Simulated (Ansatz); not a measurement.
InPd:

```
In Pd
1.0
     3.27188    0.00000    0.00000
     0.00000    3.27188    0.00000
     0.00000    0.00000    3.27188
In Pd
1 1
Cartesian
  0.0000 0.0000 0.0000
  1.6359 1.6359 1.6359
```

The cell comes from a database or a generator and needn't be the stable form of this composition.

| Property | Result |
| --- | --- |
| Program | Ansatz 0.2.0 |
| Task | relaxation of cell and atoms |
| Functional | BLYP |
| Dispersion | D4 |
| Potentials or basis | Ansatz PAW |
| Cutoff | 420 eV (not typed: the program's choice for these potentials) |
| k mesh | 8 × 8 × 8 |
| Occupations | fermi-dirac, width 0.05 eV |
| Spin | no spin polarisation |

At the start: volume 17.51 Å³/atom.

**Question.** Where does the relaxation end?

**Answer.** It ends after 4 steps and the volume is 18.01 Å³/atom (+2.9 %); space group Pm-3m (No. 221, to 0.05 Å).

Step by step:
```
step  energy change (eV)  largest force (eV/Å)  volume (Å³)
   1              0.0000                0.0000        35.03
   2             -0.0089                0.0000        36.06
   3             -0.0090                0.0000        36.03
   4             -0.0093                0.0000        36.03
```

Final structure:
```cif
data_structure
_symmetry_space_group_name_H-M 'P 1'
_symmetry_Int_Tables_number 1
_cell_length_a 3.3027
_cell_length_b 3.3027
_cell_length_c 3.3027
_cell_angle_alpha 90.000
_cell_angle_beta 90.000
_cell_angle_gamma 90.000
_cell_volume 36.03
loop_
_atom_site_label
_atom_site_type_symbol
_atom_site_fract_x
_atom_site_fract_y
_atom_site_fract_z
_atom_site_occupancy
In1 In 0.00000 0.00000 0.00000 1
Pd1 Pd 0.50000 0.50000 0.50000 1
```

Caveat: the plane-wave basis is chosen anew once the cell has moved, so the energies of steps on either side of that aren't comparable; pairwise dispersion overbinds metals, which lowers pressure and volume; the PAW data sets come from PBE, with cores solved anew for the run's functional, which leaves a small shift of forces and pressure.
